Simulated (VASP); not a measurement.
# ZnSe (F-43m) in VASP: further runs

The runs below take ZnSe through relaxation of cell and atoms, with PBE.

Everything below comes from runs of VASP 6.6.1. Logs are shortened: lines on timing, memory, paths and dates and some standing lists are left out, and cuts for length are marked.

## (1) The structure

The structure is cubic, space group F-43m (No. 216). The conventional cell has a = 5.668 Å, b = 5.668 Å, c = 5.668 Å, α = 90.00°, β = 90.00°, γ = 90.00°. Zn (site symmetry -43m) is surrounded by 4 Se at 2.45 Å. Se (site symmetry -43m) is surrounded by 4 Zn at 2.45 Å.

## (2) Relaxation of cell and atoms, PBE

Input file INCAR:

```
SYSTEM = ZnSe
PREC = Accurate
ENCUT = 520
EDIFF = 1E-7
ISMEAR = 0
SIGMA = 0.02
LREAL = .FALSE.
LASPH = .TRUE.
NELM = 80
ALGO = Fast
ISIF = 3
LWAVE = .FALSE.
LCHARG = .FALSE.
GGA = PE
IBRION = 2
NSW = 80
EDIFFG = -0.002
AMIX = 0.2
```

Input file KPOINTS:

```
Automatic mesh
0
G
  10 10 10
  0 0 0
```

Input file POSCAR:

```
ZnSe
1.0
    0.0000000000      2.8338000000      2.8338000000
    2.8338000000      0.0000000000      2.8338000000
    2.8338000000      2.8338000000      0.0000000000
Zn Se
1 1
Direct
    0.0000000000      0.0000000000      0.0000000000
    0.2500000000      0.2500000000      0.2500000000
```

Potentials or basis: VASP PAW PBE potentials, release 64 (Zn, Se).

Run with:

```bash
> cat potpaw_PBE.64/Zn/POTCAR potpaw_PBE.64/Se/POTCAR > POTCAR
> mpirun -np 1 vasp_std > vasp.out
```

OUTCAR:

```text
SYSTEM = ZnSe
   PREC = Accurate
   ENCUT = 520
   EDIFF = 1E-7
   ISMEAR = 0
   LREAL = .FALSE.
   LASPH = .TRUE.
   NELM = 80
   ISIF = 3
   GGA = PE
   IBRION = 2
   NSW = 80
   EDIFFG = -0.002
   AMIX = 0.2

 ion  position               nearest neighbor table
   1  0.000  0.000  0.000-   2 2.45   2 2.45   2 2.45   2 2.45
   2  0.250  0.250  0.250-   1 2.45   1 2.45   1 2.45   1 2.45

  LATTYP: Found a face centered cubic cell.
 ALAT       =     5.6676000000

  Lattice vectors:

 A1 = (   0.0000000000,   2.8338000000,   2.8338000000)
 A2 = (   2.8338000000,   0.0000000000,   2.8338000000)
 A3 = (   2.8338000000,   2.8338000000,   0.0000000000)

Analysis of symmetry for initial positions (statically):
=====================================================================
 Subroutine PRICEL returns:
 Original cell was already a primitive cell.

 Routine SETGRP: Setting up the symmetry group for a
 face centered cubic supercell.

 Subroutine GETGRP returns: Found 24 space group operations
 (whereof 24 operations were pure point group operations)
 out of a pool of 48 trial point group operations.

The static configuration has the point symmetry T_d .

Analysis of symmetry for dynamics (positions and initial velocities):
=====================================================================
 Subroutine PRICEL returns:
 Original cell was already a primitive cell.

 Routine SETGRP: Setting up the symmetry group for a
 face centered cubic supercell.

 Subroutine GETGRP returns: Found 24 space group operations
 (whereof 24 operations were pure point group operations)
 out of a pool of 48 trial point group operations.

The dynamic configuration has the point symmetry T_d .

 Subroutine INISYM returns: Found 24 space group operations
 (whereof 24 operations are pure point group operations),
 and found     1 'primitive' translations

----------------------------------------------------------------------------------------

                                     Primitive cell

  volume of cell :      45.5132

  direct lattice vectors                    reciprocal lattice vectors
     0.000000000  2.833800000  2.833800000    -0.176441527  0.176441527  0.176441527
     2.833800000  0.000000000  2.833800000     0.176441527 -0.176441527  0.176441527
     2.833800000  2.833800000  0.000000000     0.176441527  0.176441527 -0.176441527

  length of vectors
     4.007598393  4.007598393  4.007598393     0.305605690  0.305605690  0.305605690

  position of ions in fractional coordinates (direct lattice)
     0.000000000  0.000000000  0.000000000
     0.250000000  0.250000000  0.250000000

[... 102 lines left out ...]
   LHFCALC =     F    Hartree Fock is set to
   AEXX    =    0.0000 exact exchange contribution
   IVDW    =     0    specifies the selected vdW correction
   LEPSILON=     F    determine dielectric tensor
   LRPA    =     F    only Hartree local field effects (RPA)
 conjugate gradient relaxation of ions
 non-spin polarized calculation
 RMM-DIIS sequential band-by-band and
 Gauss-broadening in eV      SIGMA  =   0.02
  energy-cutoff  :      520.00
  volume of cell :       45.51
 maximum number of plane-waves:      1244
 NGX is ok and might be reduce to    30
   NGX = 15   NGY = 15   NGZ = 15

--------------------------------------- Ionic step        1  -------------------------------------------

 number of electron      18.0000012 magnetization

 Free energy of the ion-electron system (eV)
  ---------------------------------------------------
  ext. energy  EPLUGINS =         0.00000000
  ---------------------------------------------------
  free energy    TOTEN  =        -6.02076841 eV

  energy without entropy =       -6.02076841  energy(sigma->0) =       -6.02076841

------------------------ aborting loop because EDIFF is reached ----------------------------------------

  FORCE on cell =-STRESS in cart. coord.  units (eV):
  Direction    XX          YY          ZZ          XY          YZ          ZX
  --------------------------------------------------------------------------------------
  -------------------------------------------------------------------------------------
  Total        0.6898940      0.6898940      0.6898940      0.0000000     -0.0000000     -0.0000000
  in kB       24.2859649     24.2859649     24.2859649      0.0000000     -0.0000000     -0.0000000
  external PRESSURE =      24.2859649 kB  Pullay stress =       0.0000000 kB
[... 95 lines left out ...]
--------------------------------------- Ionic step        4  -------------------------------------------

 number of electron      18.0000016 magnetization

 Free energy of the ion-electron system (eV)
  ---------------------------------------------------
  ext. energy  EPLUGINS =         0.00000000
  ---------------------------------------------------
  free energy    TOTEN  =        -6.03315220 eV

  energy without entropy =       -6.03315220  energy(sigma->0) =       -6.03315220

 E-fermi :   1.4264     XC(G=0):  -9.1493

 val. band max:        1.2939231999   @ k =   0.0000   0.0000   0.0000
 cond. band min:       2.4332416368   @ k =   0.0000   0.0000   0.0000
 fundamental gap:      1.1393184368
 Fermi energy:         1.4263527868

 k-point     1 :       0.0000    0.0000    0.0000
  band No.  band energies     occupation
      1     -11.7287      2.00000
      2      -5.1205      2.00000
      3      -5.1205      2.00000
      4      -5.1205      2.00000
      5      -4.7843      2.00000
      6      -4.7843      2.00000
      7       1.2939      2.00000
      8       1.2939      2.00000
      9       1.2939      2.00000
     10       2.4332      0.00000
     11       7.1046      0.00000
     12       7.1046      0.00000
     13       7.1046      0.00000
[... 354 lines left out ...]
  band No.  band energies     occupation
      1     -10.9729      2.00000
      2      -5.0751      2.00000
      3      -4.9531      2.00000
      4      -4.9422      2.00000
      5      -4.7529      2.00000
      6      -4.7513      2.00000
      7      -2.6034      2.00000
      8      -0.5727      2.00000
      9      -0.3631      2.00000
     10       4.8898      0.00000
     11       5.3999      0.00000
     12       9.4288      0.00000
     13      10.3586      0.00000

 [... further k-points ...]

------------------------ aborting loop because EDIFF is reached ----------------------------------------

  FORCE on cell =-STRESS in cart. coord.  units (eV):
  Direction    XX          YY          ZZ          XY          YZ          ZX
  --------------------------------------------------------------------------------------
  -------------------------------------------------------------------------------------
  Total       -0.0005424     -0.0005424     -0.0005424     -0.0000000      0.0000000     -0.0000000
  in kB       -0.0183815     -0.0183815     -0.0183815     -0.0000000      0.0000000     -0.0000000
  external PRESSURE =      -0.0183815 kB  Pullay stress =       0.0000000 kB
[... 17 lines left out ...]
  FREE ENERGIE OF THE ION-ELECTRON SYSTEM (eV)
  ---------------------------------------------------
  free  energy   TOTEN  =        -6.0331522027 eV

  energy  without entropy=       -6.0331522027  energy(sigma->0) =       -6.03315220

 reached required accuracy - stopping structural energy minimisation
```

OSZICAR:

```text
N       E                     dE             d eps       ncg     rms          rms(c)
DAV:   1     0.851929017210E+02    0.85193E+02   -0.90656E+03  1222   0.158E+03
DAV:   2    -0.643142131761E+00   -0.85836E+02   -0.81816E+02  1307   0.272E+02
DAV:   3    -0.625323319969E+01   -0.56101E+01   -0.55799E+01  1562   0.700E+01
[... 48 lines left out ...]
RMM:   4    -0.603315312224E+01    0.56426E-05   -0.10584E-05  1222   0.316E-02    0.671E-03
RMM:   5    -0.603315282645E+01    0.29579E-06   -0.11780E-06  1220   0.100E-02    0.641E-03
RMM:   6    -0.603315246916E+01    0.35728E-06   -0.29469E-06  1222   0.247E-02    0.411E-03
RMM:   7    -0.603315218755E+01    0.28162E-06   -0.10282E-06  1104   0.133E-02    0.390E-04
RMM:   8    -0.603315220265E+01   -0.15107E-07   -0.43911E-08   653   0.207E-03
   4 F= -.60331522E+01 E0= -.60331522E+01  d E =-.123838E-01
```

It took 1.7 min on 1 thread of Intel Xeon Platinum 8488C (Sapphire Rapids), shared host; peak memory 0.18 GiB.

Results:

| Item | Value |
| --- | --- |
| Free energy | -6.0332 eV |
| Relaxed volume | 23.64 Å³/atom |
| Relaxed cell | a = 4.059 Å, b = 4.059 Å, c = 4.059 Å, α = 60.00°, β = 60.00°, γ = 60.00° |
| Space group after relaxing (to 0.05 Å) | F-43m (No. 216) |
| Energy gained by relaxing | 6.2 meV/atom |
| Ionic steps | 4 |
| Pressure after relaxing | 0.0 GPa |
| Band gap on the k mesh | 1.14 eV, direct |

The path:
| step | energy change (eV) | largest force (eV/Å) | pressure (GPa) | volume (Å³) |
| --- | --- | --- | --- | --- |
| 1 | 0.0000 | 0.0000 | 2.43 | 45.51 |
| 2 | -0.0112 | 0.0000 | -0.65 | 47.82 |
| 3 | -0.0124 | 0.0000 | 0.04 | 47.24 |
| 4 | -0.0124 | 0.0000 | 0.00 | 47.28 |

Final structure:
```xyz
2
Lattice="0.0000 2.8699 2.8699 2.8699 0.0000 2.8699 2.8699 2.8699 0.0000" Properties=species:S:1:pos:R:3 pbc="T T T"
Zn    5.7399    5.7399    5.7399
Se    1.4350    1.4350    1.4350
```

Levels at points of the mesh, in eV from the valence-band top:
```tsv
k point	band 5	band 6	band 7	band 8	band 9	band 10	band 11	band 12	band 13
(0.00, 0.00, 0.00)	-6.08	-6.08	0.00	0.00	0.00	1.14	5.81	5.81	5.81
(0.50, 0.00, 0.00)	-6.06	-5.93	-4.99	-0.81	-0.81	2.48	6.39	6.39	8.47
(0.50, 0.50, 0.00)	-6.03	-5.91	-4.59	-2.05	-2.05	3.07	3.46	10.47	10.99
```

## (3) Relaxation of cell and atoms, PBE

This run uses another cell than the first one, of 23.64 Å³/atom, 1.039 times its volume.

INCAR is that of step 2.

KPOINTS is that of step 2.

Input file POSCAR:

```
ZnSe                                    
1.0
    0.0000000000      2.8699490005      2.8699490005
    2.8699490005     -0.0000000000      2.8699490005
    2.8699490005      2.8699490005     -0.0000000000
  Zn              Se            
     1     1
Direct
     1.0000000000000000    1.0000000000000000    1.0000000000000000
     0.2500000000000000    0.2500000000000000    0.2500000000000000
```

Potentials or basis: VASP PAW PBE potentials, release 64 (Zn, Se).

Run with:

```bash
> cat potpaw_PBE.64/Zn/POTCAR potpaw_PBE.64/Se/POTCAR > POTCAR
> mpirun -np 1 vasp_std > vasp.out
```

OUTCAR:

```text
SYSTEM = ZnSe
   PREC = Accurate
   ENCUT = 520
   EDIFF = 1E-7
   ISMEAR = 0
   LREAL = .FALSE.
   LASPH = .TRUE.
   NELM = 80
   ISIF = 3
   GGA = PE
   IBRION = 2
   NSW = 80
   EDIFFG = -0.002
   AMIX = 0.2

 ion  position               nearest neighbor table
   1  0.000  0.000  0.000-   2 2.49   2 2.49   2 2.49   2 2.49
   2  0.250  0.250  0.250-   1 2.49   1 2.49   1 2.49   1 2.49

  LATTYP: Found a face centered cubic cell.
 ALAT       =     5.7398980010

  Lattice vectors:

 A1 = (   0.0000000000,   2.8699490005,   2.8699490005)
 A2 = (   2.8699490005,   0.0000000000,   2.8699490005)
 A3 = (   2.8699490005,   2.8699490005,   0.0000000000)

Analysis of symmetry for initial positions (statically):
=====================================================================
 Subroutine PRICEL returns:
 Original cell was already a primitive cell.

 Routine SETGRP: Setting up the symmetry group for a
 face centered cubic supercell.

 Subroutine GETGRP returns: Found 24 space group operations
 (whereof 24 operations were pure point group operations)
[... 181 lines left out ...]
      6      -4.7843      2.00000
      7       1.2941      2.00000
      8       1.2941      2.00000
      9       1.2941      2.00000
     10       2.4333      0.00000
     11       7.1047      0.00000
     12       7.1047      0.00000
     13       7.1047      0.00000
[... 354 lines left out ...]
  band No.  band energies     occupation
      1     -10.9727      2.00000
      2      -5.0751      2.00000
      3      -4.9531      2.00000
      4      -4.9422      2.00000
      5      -4.7529      2.00000
      6      -4.7514      2.00000
      7      -2.6033      2.00000
      8      -0.5725      2.00000
      9      -0.3629      2.00000
     10       4.8897      0.00000
     11       5.3999      0.00000
     12       9.4294      0.00000
     13      10.3600      0.00000

 [... further k-points ...]

------------------------ aborting loop because EDIFF is reached ----------------------------------------

  FORCE on cell =-STRESS in cart. coord.  units (eV):
  Direction    XX          YY          ZZ          XY          YZ          ZX
  --------------------------------------------------------------------------------------
  -------------------------------------------------------------------------------------
  Total        0.0022504      0.0022504      0.0022504      0.0000000      0.0000000      0.0000000
  in kB        0.0762650      0.0762650      0.0762650      0.0000000      0.0000000      0.0000000
  external PRESSURE =       0.0762650 kB  Pullay stress =       0.0000000 kB

 VOLUME and BASIS-vectors are now :
 -----------------------------------------------------------------------------
  energy-cutoff  :      520.00
  volume of cell :       47.28
      direct lattice vectors                 reciprocal lattice vectors
     0.000000000  2.869949001  2.869949001    -0.174219124  0.174219124  0.174219124
     2.869949001  0.000000000  2.869949001     0.174219124 -0.174219124  0.174219124
     2.869949001  2.869949001  0.000000000     0.174219124  0.174219124 -0.174219124

 POSITION                                       TOTAL-FORCE (eV/Angst)
 -----------------------------------------------------------------------------------
      0.00000      0.00000      0.00000         0.000000      0.000000      0.000000
      1.43497      1.43497      1.43497        -0.000000     -0.000000     -0.000000
 -----------------------------------------------------------------------------------
    total drift:                               -0.000001     -0.000001     -0.000001

  FREE ENERGIE OF THE ION-ELECTRON SYSTEM (eV)
  ---------------------------------------------------
  free  energy   TOTEN  =        -6.0332038983 eV

  energy  without entropy=       -6.0332038983  energy(sigma->0) =       -6.03320390

 reached required accuracy - stopping structural energy minimisation
```

CONTCAR:

```text
ZnSe
   1.00000000000000
     0.0000000000000000    2.8699490005000001    2.8699490005000001
     2.8699490005000001    0.0000000000000000    2.8699490005000001
     2.8699490005000001    2.8699490005000001    0.0000000000000000
  Zn              Se
     1     1
Direct
     0.0000000000000000    0.0000000000000000    0.0000000000000000
     0.2500000000000000    0.2500000000000000    0.2500000000000000

  0.00000000E+00  0.00000000E+00  0.00000000E+00
  0.00000000E+00  0.00000000E+00  0.00000000E+00
```

It took 33 s on 1 thread of Intel Xeon Platinum 8488C (Sapphire Rapids), shared host; peak memory 0.18 GiB.

Results:

```
Free energy             : -6.0332 eV
Pressure after relaxing : 0.0 GPa
Band gap on the k mesh  : 1.14 eV, direct
```

Final structure:
```
Zn Se
1.0
     0.00000    2.86995    2.86995
     2.86995    0.00000    2.86995
     2.86995    2.86995    0.00000
Zn Se
1 1
Direct
  0.00000 0.00000 0.00000
  0.25000 0.25000 0.25000
```

Levels at points of the mesh, in eV from the valence-band top:
```csv
k point,band 7,band 8,band 9,band 10,band 11,band 12
"(0.00, 0.00, 0.00)",0.00,0.00,0.00,1.14,5.81,5.81
"(0.50, 0.00, 0.00)",-4.99,-0.81,-0.81,2.48,6.39,6.39
"(0.50, 0.50, 0.00)",-4.59,-2.05,-2.05,3.07,3.46,10.47
```

Caveat: the relaxation stopped at its first step, so nothing moved. As with any semilocal functional, this PBE gap is likely too small.
